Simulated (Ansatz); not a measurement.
# Ti₃C₂ under pressure: fit and missing row

Ti₃C₂, P6_3/mmc, a = 3.064 Å, c = 15.119 Å. The structure is a Materials Project entry; whether it is the stable form wasn't checked. Ansatz: r2SCAN, PAW, 500 eV, Γ-centred 12×12×4 mesh on 10 atoms, Gaussian smearing 0.10 eV; no spin polarisation. Cell and atoms are relaxed at each pressure, and no other structure is tried, so the rows at high pressure may lie past a change of phase.

| V (Å³/atom) | P (GPa) |
| --- | --- |
| 11.026 | 20.00 |
| ? | 9.99 |
| 11.911 | 4.99 |
| 12.132 | 2.01 |
| 12.292 | 0.00 |
| 12.465 | -2.01 |

Take V0 = 12.292 Å³/atom, fit the third-order Birch–Murnaghan form to the other rows, and predict the missing volume.

With the Eulerian strain f = ½[(V0/V)^(2/3) − 1] and y = P/[3f(1 + 2f)^(5/2)], the form is the line y = B0 + 1.5 B0 (B0′ − 4) f. Rows (f, y): 0.03758, 148.0; 0.01061, 148.8; 0.00439, 149.3; -0.00464, 147.8. Means f = 0.01199, y = 148.48; Σ(Δf)² = 0.0009911, ΣΔfΔy = -0.007649; the slope is their ratio. y = 148.6 − 7.717 f GPa, so B0 = 148.6 GPa and B0′ = 4 + 2 × (-7.717)/(3 × 148.6) = 3.97. P = 9.99 GPa is met at f = 0.02031 (y = 148.44), so V = V0 (1 + 2f)^(−3/2) = 11.579 Å³/atom. The run gave 11.581 Å³/atom, so the fit is 0.002 Å³/atom too low, within twice the rms miss on the fitted rows (0.001 Å³/atom). With a term in f² added B0′ becomes 4.43, so this figure hangs on the form.

Cost: 6 runs of about 47 core-minutes in all, on AMD EPYC (Zen 3) (shared hosts).